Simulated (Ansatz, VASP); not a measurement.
**Cd3InO: VASP beside Ansatz**

```xyz
5
Lattice="4.9855 0.0000 0.0000 0.0000 4.9855 0.0000 0.0000 0.0000 4.9855" Properties=species:S:1:pos:R:3 pbc="T T T"
Cd    0.0000    2.4927    2.4927
Cd    2.4927    0.0000    2.4927
Cd    2.4927    2.4927    0.0000
In    2.4927    2.4927    2.4927
O     0.0000    0.0000    0.0000
```

Alike in both runs: task single point; functional PBE; k mesh 4 × 4 × 4; occupations gaussian, width 0.1 eV; no spin polarisation.

|  | VASP | Ansatz |
| --- | --- | --- |
| version | VASP 6.6.1 | Ansatz 0.2.0 |
| potentials or method | VASP PAW PBE potentials, release 64 (Cd, In_d, O) | scalar-relativistic, plane waves, PAW |
| plane-wave cutoff (eV) | 520 | 420 |
| valence electrons in the cell | 55 | 79 |

|  | VASP | Ansatz | Ansatz less VASP |
| --- | --- | --- | --- |
| gap on the k mesh at the Fermi level (eV) | none | none | - |
| pressure (GPa) | 11.0 | 10.6 | -0.38 |

A gap of «none» marks a metal or a gap that the smearing closes. The two sets of potentials don't hold the same shells in valence.

Caveats: an odd number of electrons without spin polarisation forces a metal; a magnetic or distorted state may lie lower.
